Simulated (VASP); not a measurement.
A run of VASP 6.6.1:

File INCAR:

```
ALGO = Normal
EDIFF = 1E-6
EDIFFG = -0.005
ENCUT = 600
GGA = PE
IBRION = 2
ISIF = 3
ISMEAR = 0
LASPH = T
LCHARG = F
LREAL = F
LWAVE = F
NELM = 80
NSW = 100
PREC = Accurate
SIGMA = 0.02
```

The input KPOINTS:

```
k-points
0
Gamma
  8 8 8
```

The input POSCAR:

```
AlP
1.0
    0.0000000000     -2.7255000000     -2.7255000000
    2.7255000000      0.0000000000     -2.7255000000
    2.7255000000     -2.7255000000      0.0000000000
Al P
1 1
Direct
    0.0000000000      0.0000000000      0.0000000000
    0.7500000000      0.7500000000      0.7500000000
```

Potentials or basis: VASP PAW PBE potentials, release 64 (Al, P).

Run with:

```sh
$ cat potpaw_PBE.64/Al/POTCAR potpaw_PBE.64/P/POTCAR > POTCAR
$ mpirun -np 1 vasp_std > vasp.out
```

Hardware: 1 thread of AMD EPYC 9R45 (Zen 5), on a shared host.

Question: How long does it take, and how much memory?

Answer: Wall time 16 s on 1 thread of AMD EPYC 9R45 (Zen 5) (shared host), peak memory 0.14 GiB. Counts: scf iterations 26, k points 29, ion steps 3.
